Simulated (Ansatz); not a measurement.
## La in Ansatz, settings compared

Launch command:

```bash
ansatz run input.yaml --threads 1 --pin off --max-ram 2560MiB --backend cpu --events-out ev --progress --plain --runs-dir out
```

Input:

```yaml
crystal:
  lattice:
    - [0.0, 3.072394, 3.072394]
    - [3.072394, 0.0, 3.072394]
    - [3.072394, 3.072394, 0.0]
  atoms:
    - { symbol: La, position: [0.0, 0.0, 0.0] }
  symmetry: { tolerance: 0.0003 }
kpoints:
  mp_grid: { grid: [5, 5, 5], shift: [0, 0, 0] }
magnetization:
  spin_polarized: false
scf:
  occupations: { method: methfessel_paxton, width: 0.0168 }
hamiltonian:
  pseudopotentials: { kind: paw }
  xc: r2scan
basis:
  ecutwfc: 500
output:
  forces: true
  stress: true
  eigenvalues: true
  write_density: true
  write_potential: true
  elf: true
  volumetric_format: npy
```

Origin of the cell: a known structure type with other elements, at an estimated volume, so it need not be a known compound.

Output of this run (shortened):

```
Pseudopotentials: kind: paw
Pseudopotential: La, paw, valence charge 11, recommended cutoff 500 eV (meta_gga), La.paw.azcp
Functional definition: r2SCAN
  exchange = r2scan_x(k0 = k0, k1 = k1, a1 = a1)
  correlation = r2scan_c
Crystal: 1 atoms, lattice volume = 58.004 Å³
Basis set: ecut = 500 eV, 1459 PW (Γ), exchange–correlation on 128×128×128 points (64 copies of the dense FFT grid, shifted against one another)
Bands: 10, of which v1, the nominal top of the filled ones, is band 6 counted from 1 (5 counted from 0)
Symmetry: 48 space group operations
Space group: Fm-3m (ITA 225), of the structure as read, at distance tolerance 1.2e-3 Å
k-points: 10 of 125
[… 3 lines left out …]
Initial density: superposition of atomic densities (neutral atoms: chi_scale 0, normalization atom), corrected by the library's trained network
Functional: x = r2scan, c = r2scan; τ floored in thin density (d = 2e-4 eV/Å³)
SCF iter   1: F=—  HF=-6264.112880 eV  Δρ=8.21e-3  dr2=5.17e-2  dr2_τ=9.28e-4
SCF iter   2: F=—  HF=-6264.114447 eV  S|Δr|=    0.00e0  Δρ=1.83e-3  dr2=1.08e-3  dr2_τ=6.94e-4  defer=5
SCF iter   3: F=—  HF=-6264.115827 eV  S|Δr|=    0.00e0  Δρ=9.33e-4  dr2=2.94e-4  dr2_τ=2.74e-5  defer=6
SCF iter   4: F=—  HF=-6264.116365 eV  S|Δr|=    0.00e0  Δρ=7.66e-5  dr2=2.42e-6  dr2_τ=5.62e-8  defer=6
SCF iter   5: F=—  HF=-6264.116366 eV  S|Δr|=    0.00e0  Δρ=2.69e-5  dr2=2.89e-7  dr2_τ=5.15e-9
SCF iter   6: F=-6264.116366 eV  HF=-6264.116366 eV  S|Δr|=    0.00e0  Δρ=6.29e-6  dr2=1.65e-8  dr2_τ=3.14e-10
SCF 1 converged in 6 iterations: F = -6264.116366 eV  dr2 = 1.65e-8
SCF converged after 6 iterations
Stability not checked: this state was not tested for a lower state beside it, because cold or Methfessel-Paxton smearing, or corrected tetrahedra, fill the levels in a way that the test cannot read (fill_not_monotonic; […]
Free energy (F): -6264.116366 eV
Harris-Foulkes:  -6264.116366 eV  (|F-HF|=5.89e-9)
Internal energy: -6264.116081 eV  (E = F + TS)
E sigma→0 (E₀):  -6264.116295 eV
Entropy (-TS):   -0.000285 eV (-0.285 meV/atom)
Fermi energy:    6.381609 eV
--- Per-component energies (eV) ---
  E_band       = -109.653614
  E_kinetic    = 186.088921
  E_local      = -476.073828  (includes V_loc(G=0)·N_el)
  E_nonlocal   = 92.749823
  E_hartree    = 148.500451
  E_xc         = -128.597024
  E_vxc        = -155.463772  (∫ρ·V_xc dr)
  E_paw        = -5436.833196  (= ΣΔE_a)
  E_vpaw       = -62.076979  (= ΣTr[D̂ρ^β])
  E_aug_tail   = 0.000000  (compensation charges beyond the density's cutoff)
  E_vtau       = 8.119931  (kinetic-family band-sum trace: ∫τ·v_τ [+ j·A + Jᵃ·Aᵃ] dr)
  E_ewald      = -650.019740
  E_core_change = 0.068512  (= ΣΔE_core)
  E_smearing   = -0.000285  (= −TS)
  Σ components = -6264.116366   (vs F -6264.116366, Δ=0.00e0)
--- Forces (eV/Å), atoms counted from 1 ---
  atom   1  La     0.000000    -0.000000     0.000000
  max |Σ_I F_I| component: 0.0 eV/Å
--- Stress (GPa, compression-positive) ---
       -6.004116       0.000000      -0.000000
        0.000000      -6.004116      -0.000000
       -0.000000       0.000000      -6.004116
  P = ⅓ Tr σ = -6.0041 GPa (-60.041 kbar)
```

The same input was run again with these changes:

1. `scf.occupations.width` 0.0168 → 0.1; `scf.mixing.algorithm` default → broyden; `scf.mixing.beta` default → 0.3; `basis.ecutwfc` 500 → "300 eV"
2. `scf.mixing.preconditioner` default → kerker; `basis.xc_grid` default → 4; `kpoints.mp_grid.grid` [5, 5, 5] → [2, 2, 2]
3. `kpoints.mp_grid.grid` [5, 5, 5] → [8, 8, 8]
4. `scf.eigensolver.kind` default → davidson; `basis.precision` default → f64; `basis.xc_grid` default → 3

```json
{"run": "base", "end": "converged", "SCF iterations": "6", "P (GPa)": "-6.00", "max force component (eV/Å)": "0.000", "gap on mesh (eV)": "none", "moment (μB)": "–", "ΔE(σ→0) (meV/atom)": "0"}
{"run": "1", "end": "converged", "SCF iterations": "7", "P (GPa)": "-5.98", "max force component (eV/Å)": "0.000", "gap on mesh (eV)": "none", "moment (μB)": "–", "ΔE(σ→0) (meV/atom)": "46.68"}
{"run": "2", "end": "converged", "SCF iterations": "7", "P (GPa)": "-10.86", "max force component (eV/Å)": "0.000", "gap on mesh (eV)": "–", "moment (μB)": "–", "ΔE(σ→0) (meV/atom)": "-849.07"}
{"run": "3", "end": "converged", "SCF iterations": "6", "P (GPa)": "-6.09", "max force component (eV/Å)": "0.000", "gap on mesh (eV)": "none", "moment (μB)": "–", "ΔE(σ→0) (meV/atom)": "-35.83"}
{"run": "4", "end": "converged", "SCF iterations": "8", "P (GPa)": "-6.00", "max force component (eV/Å)": "0.000", "gap on mesh (eV)": "none", "moment (μB)": "–", "ΔE(σ→0) (meV/atom)": "0.00"}
```

Energies are compared only where functional, datasets, charge and starting cell are the same.

Not properties of the system: run 1 (too coarse or loose: `basis.ecutwfc` = "300 eV"), run 2 (too coarse or loose: `kpoints.mp_grid.grid` = [2, 2, 2]).

Caveats of the base run: no moments, though an odd count or open d shells may carry them; no spin-orbit coupling, though heavy elements are present; the k mesh is coarse if the cell is a metal.

Run 1: the cutoff lies below the datasets' advice.

Time of the base run: 2.5 s on 1 thread of Arm Neoverse V1, with other jobs on the host, peak memory 0.42 GiB, from the program's own first density.
